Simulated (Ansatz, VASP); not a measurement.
# BaTiO3 in VASP and in Ansatz

Contents of INCAR:

```
SYSTEM = BaTiO3
PREC     = Accurate       ! precision mode
ENCUT    = 520            ! plane-wave cutoff, eV
EDIFF    = 1E-7           ! SCF threshold, eV
ISMEAR   = 0              ! smearing method
SIGMA    = 0.1            ! smearing width, eV
LREAL    = .False.        ! projectors in reciprocal space
LASPH    = .True.         ! aspherical terms in the spheres
NELM     = 150            ! most SCF steps
ALGO     = Normal         ! electronic algorithm
ISIF     = 2              ! what is computed and relaxed
LWAVE    = .False.        ! write WAVECAR
LCHARG   = .False.        ! write CHGCAR
ISPIN    = 2              ! spin polarisation
MAGMOM   = 0 1 0 0 0      ! initial moments
LORBIT   = 11             ! projections on sites
LMAXMIX  = 4              ! l up to which the mixer works
LDAU     = .True.         ! DFT+U
LDAUTYPE = 2            
LDAUL    = -1 2 -1        ! shell
LDAUU    = 0 4 0          ! U, eV
LDAUJ    = 0 0 0        
LDAUPRINT= 1            
GGA      = PE             ! functional
NBANDS   = 32             ! bands
```

File KPOINTS:

```
Automatic mesh
0
Gamma
  4 4 4
  0 0 0
```

POSCAR

```
BaTiO3
1.0
    3.9903792100      0.0000000000      0.0000000000
    0.0000000000      3.9903792100      0.0000000000
    0.0000000000      0.0000000000      4.1026553900
Ba Ti O
1 1 3
Direct
    0.5000000000      0.5000000000      0.5825414600
    0.0000000000      0.0000000000      0.1000427000
    0.0000000000      0.5000000000      0.0642205400
    0.5000000000      0.0000000000      0.0642205400
    0.0000000000      0.0000000000      0.5489717500
```

Input for Ansatz:

```yaml
crystal:
  lattice:
    - [3.99037921, 0.0, 0.0]
    - [0.0, 3.99037921, 0.0]
    - [0.0, 0.0, 4.10265539]
  atoms:
    - { symbol: Ba, position: [0.5, 0.5, 0.58254146] }
    - { symbol: Ti, position: [0.0, 0.0, 0.1000427], spin: 1.0 }
    - { symbol: O, position: [0.0, 0.5, 0.06422054] }
    - { symbol: O, position: [0.5, 0.0, 0.06422054] }
    - { symbol: O, position: [0.0, 0.0, 0.54897175] }
basis:
  ecutwfc: 420
kpoints:
  mp_grid: { grid: [4, 4, 4] }
hamiltonian:
  xc: pbe
  hubbard: { sites: [{ species: Ti, l: d, u_eff: 4.0 }] }
scf:
  occupations: { method: gaussian, width: 0.1 }
  lower_state_search: "off"
output:
  forces: true
  stress: true
  eigenvalues: true
  populations: true
magnetization:
  spin_polarized: true
```

The cell is a database's computed one.

Alike in both runs: task single point; functional PBE; k mesh 4 × 4 × 4; occupations gaussian, width 0.1 eV; collinear spin; Hubbard terms Ti d U = 4.0 eV.

|  | VASP | Ansatz |
| --- | --- | --- |
| version | VASP 6.6.1 | Ansatz 0.2.0 |
| potentials or method | VASP PAW PBE potentials, release 64 (Ba_sv, Ti_sv, O) | scalar-relativistic, plane waves, PAW |
| plane-wave cutoff (eV) | 520 | 420 |
| valence electrons in the cell | 40 | 40 |

```tsv
	VASP	Ansatz	Ansatz less VASP
gap on the k mesh at the Fermi level (eV)	2.27	2.31	+0.040
least direct gap on the mesh (eV)	2.73	2.75	+0.016
pressure (GPa)	6.4	2.7	-3.66
largest component of the traceless stress (GPa)	0.53	0.16	-0.377
rms of the force components (eV/Å)	0.282	0.070	-0.2126
net moment per atom (μB)	0.00	0.00	0.000
```

The programs project onto different local orbitals, so the same U acts differently. Atom by atom the forces differ by 0.217 eV/Å (rms over components). Ansatz warned: «seeded_moment_not_kept».

Caveats: spin-orbit coupling is left out, which moves the levels of the heavy elements. The state reached can hang on the start; a lower one may exist. A k mesh can miss the band edges.
